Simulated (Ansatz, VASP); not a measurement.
**One calculation of Ge, two programs**

Contents of INCAR:

```
PREC = Accurate
ENCUT = 520
EDIFF = 1E-7
ISMEAR = 0
SIGMA = 0.1
LREAL = False
LASPH = True
NELM = 80
ALGO = Normal
ISIF = 2
LWAVE = False
LCHARG = False
GGA = PS
NBANDS = 21
```

KPOINTS

```
regular mesh
0
Gamma
  7 7 4
```

The input POSCAR:

```
Ge
1.0
    2.9911060000      0.0000000000      0.0000000000
   -1.5105156329      2.5816772893      0.0000000000
    0.0000000000      0.0000000000      4.7275960000
Ge
2
Direct
    0.6665500000      0.3334500000      0.2500000000
    0.3334500000      0.6665500000      0.7500000000
```

Input for Ansatz:

```yaml
crystal:
  lattice:
    a: 2.991106
    b: 2.991106
    c: 4.727596
    alpha: 90.0
    beta: 90.0
    gamma: 120.33151
  atoms:
    - { symbol: Ge, position: [0.66655, 0.33345, 0.25] }
    - { symbol: Ge, position: [0.33345, 0.66655, 0.75] }
basis:
  ecutwfc: 571.4391111657479
kpoints:
  mp_grid:
    grid: [7, 7, 4]
hamiltonian:
  xc: pbesol
  pseudopotentials:
    kind: paw
scf:
  occupations:
    method: gaussian
    width: 0.1
output:
  forces: true
  stress: true
```

This isn't the form of Ge at room conditions, which is diamond.

Alike in both runs: task single point; functional PBEsol; k mesh 7 × 7 × 4; occupations gaussian, width 0.1 eV; no spin polarisation.

|  | VASP | Ansatz |
| --- | --- | --- |
| version | VASP 6.6.1 | Ansatz 0.2.0 |
| potentials or method | VASP PAW PBE potentials, release 64 (Ge_d) | plane waves, PAW |
| plane-wave cutoff (eV) | 520 | 571 |
| valence electrons in the cell | 28 | 28 |

Ansatz gave:

```
pressure (GPa)                                  : 1.7
largest component of the traceless stress (GPa) : 1.28
rms of the force components (eV/Å)              : 0.008
```

Q: What did VASP give for the same quantities?

A: Pressure (GPa): 1.8; largest component of the traceless stress (GPa): 1.29; rms of the force components (eV/Å): 0.008.

Atom by atom the forces differ by 0.000 eV/Å (rms over components).

Caveats: the PAW data sets were made with another functional, which shifts forces and pressure a little (VASP).
